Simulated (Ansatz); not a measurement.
Crystal: CuAu.

```
CELL_PARAMETERS angstrom
2.81075 0.00000 0.00000
0.00000 2.81075 0.00000
0.00000 0.00000 3.68500
ATOMIC_POSITIONS crystal
Au 0.00000 0.00000 0.00000
Cu 0.50000 0.50000 0.50000
```

```yaml
Program: Ansatz 0.2.0
Task: relaxation of cell and atoms
Functional: HSEsol
Potentials_or_basis: Ansatz PAW
Cutoff: "420 eV (not typed: the program's choice for these potentials)"
k_mesh: 5 × 5 × 4
Occupations: fermi-dirac, width 0.05 eV
Spin: no spin polarisation
```

At the start: volume 14.56 Å³/atom.

Problem. Where does the relaxation end?

Solution. It ends after 6 steps and the volume is 14.21 Å³/atom (-2.4 %); space group P4/mmm (No. 123, to 0.05 Å).

The path:
```csv
step,energy change (eV),largest force (eV/Å),volume (Å³)
1,0.0000,0.0000,29.11
2,-0.0085,0.0000,28.18
3,-0.0094,0.0000,28.43
4,-0.0094,0.0000,28.42
5,-0.0094,0.0000,28.41
6,-0.0084,0.0000,28.41
```

Final structure:
```cif
data_structure
_symmetry_space_group_name_H-M 'P 1'
_symmetry_Int_Tables_number 1
_cell_length_a 2.7936
_cell_length_b 2.7936
_cell_length_c 3.6409
_cell_angle_alpha 90.000
_cell_angle_beta 90.000
_cell_angle_gamma 90.000
_cell_volume 28.41
loop_
_atom_site_label
_atom_site_type_symbol
_atom_site_fract_x
_atom_site_fract_y
_atom_site_fract_z
_atom_site_occupancy
Au1 Au 0.00000 0.00000 0.00000 1
Cu1 Cu 0.50000 0.50000 0.50000 1
```

Caveat: the k mesh is coarse (spacing up to 0.45 Å⁻¹), so the values aren't converged, least of all with exact exchange; the plane-wave basis is chosen anew once the cell has moved, so the energies of steps on either side of that aren't comparable; the PAW data sets come from PBE, with cores solved anew for the run's functional, which leaves a small shift of forces and pressure.
